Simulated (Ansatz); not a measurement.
`CC[O][GeH3]` and `CCOCC` differ in one atom or group.

Ansatz, PBE0-D4/def2-TZVP geometries, multiplicity 1. Each molecule was computed in one conformer, which needn't be the lowest.

Scalar relativity is left out up to krypton.

```
                                          property  `CC[O][GeH3]`
             HOMO energy (ωB97M-V/def2-TZVPP) / eV         -10.08
size of the dipole moment (ωB97M-V/def2-TZVPP) / D           1.05
                LUMO energy (PBE0/def2-TZVPP) / eV           0.37
    size of the dipole moment (PBE/def2-TZVPP) / D           0.91
              HOMO–LUMO gap (PBE0/def2-TZVPP) / eV           8.06
                 LUMO energy (PBE/def2-TZVPP) / eV          -0.50
```

Task: Give the same properties after the change, and the shifts. (An estimate is asked.)

Result: The calculation gave: 
```tsv
property	`CCOCC`	shift
HOMO energy (ωB97M-V/def2-TZVPP) / eV	-9.69	0.39
size of the dipole moment (ωB97M-V/def2-TZVPP) / D	1.18	0.13
LUMO energy (PBE0/def2-TZVPP) / eV	1.36	0.99
size of the dipole moment (PBE/def2-TZVPP) / D	1.07	0.16
HOMO–LUMO gap (PBE0/def2-TZVPP) / eV	8.64	0.58
LUMO energy (PBE/def2-TZVPP) / eV	0.56	1.06
```

With PBE0 the HOMO rises by 0.41 eV and the LUMO rises by 0.99 eV, so the gap widens by about 0.58 eV. PBE moves the HOMO by 0.44 eV and ωB97M-V by 0.39 eV. The zero-point energy changes by 113.5 kJ/mol with +9 modes. Dipoles are sizes alone; their direction can turn.

Positive LUMOs are unbound, so they and the gaps depend on the basis.
